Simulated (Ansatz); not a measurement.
# PbS: the cost of one run

Computed with Ansatz 0.2.0 (DFT r2SCAN, scalar-relativistic, plane waves, PAW).

## 1. The starting structure

It takes space group Pm-3m (No. 221, cubic). The conventional cell has a = 3.654 Å, b = 3.654 Å, c = 3.654 Å, α = 90.00°, β = 90.00°, γ = 90.00°. Pb (site symmetry m-3m) has 8 S at 3.16 Å as nearest neighbours. S (site symmetry m-3m) has 8 Pb at 3.16 Å as nearest neighbours.

As a file:

```
Pb S
1.0
     3.65366    0.00000    0.00000
     0.00000    3.65366    0.00000
     0.00000    0.00000    3.65366
Pb S
1 1
Direct
  0.00000 0.00000 0.00000
  0.50000 0.50000 0.50000
```

The structure comes from the Materials Project (structure only).

## 2. Another functional, on a distorted cell: r2SCAN

Against the listed cell: strain xx, yy, zz, yz, xz, xy = -3.4, -3.4, -3.4, +0.0, +0.0, +0.0 %.

Input file input.yaml:

```yaml
crystal:
  lattice:
    - [3.530859521, 0.0, 0.0]
    - [0.0, 3.530859521, 0.0]
    - [0.0, 0.0, 3.530859521]
  atoms:
    - { symbol: Pb, position: [0.0, 0.0, 0.0] }
    - { symbol: S, position: [0.5, 0.5, 0.5] }
basis:
  ecutwfc: 500
kpoints:
  mp_grid: { grid: [12, 12, 12] }
hamiltonian:
  xc: r2scan
scf:
  occupations: { method: gaussian, width: 0.1 }
output:
  forces: true
  stress: true
  eigenvalues: true
```

Command:

```sh
ansatz run input.yaml --threads 1 --pin off --max-ram 1331MiB --backend cpu --events-out ev --progress --plain --runs-dir out
```

Q: Estimate wall time and peak memory on 1 thread of an x86-64 CPU, shared host.

About 14 s, with a peak of 0.45 GiB.
